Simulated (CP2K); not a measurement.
In:

```xyz
1
Lattice="3.3769 0.0000 0.0000 0.2472 3.3678 0.0000 -1.8121 -1.6839 2.2988" Properties=species:S:1:pos:R:3 pbc="T T T"
In    0.0000    0.0000    0.0000
```

Base run:

| Property | Result |
| --- | --- |
| Program | CP2K 2026.2 |
| Functional | PW91 |
| Potentials or basis | POTENTIAL_UZH In GTH-PBE-q13; TZVP-MOLOPT-PBE-GTH basis |
| Density cutoff | 9184 eV |
| k mesh | 11 × 11 × 11 |
| Occupations | fermi-dirac, width 0.05 eV |
| Spin | no spin polarisation |

Its results: band gap on the k mesh none (metal or under the smearing width); pressure 2.5 GPa.

After a change of settings the same cell gave: band gap on the k mesh none (metal or under the smearing width); pressure -6.1 GPa. Which change was it?
A. functional from PW91 to M06-L
B. functional from PW91 to LDA
C. functional from PW91 to PBEsol
D. functional from PW91 to HLE16

D.

Caveats: the potentials were made for another functional, which shifts forces and pressure; the basis of atomic orbitals isn't converged, which shifts pressures, moduli and gaps; the potentials were made for a functional far from this one (some runs).

Runs at the PBE level aren't shown here.
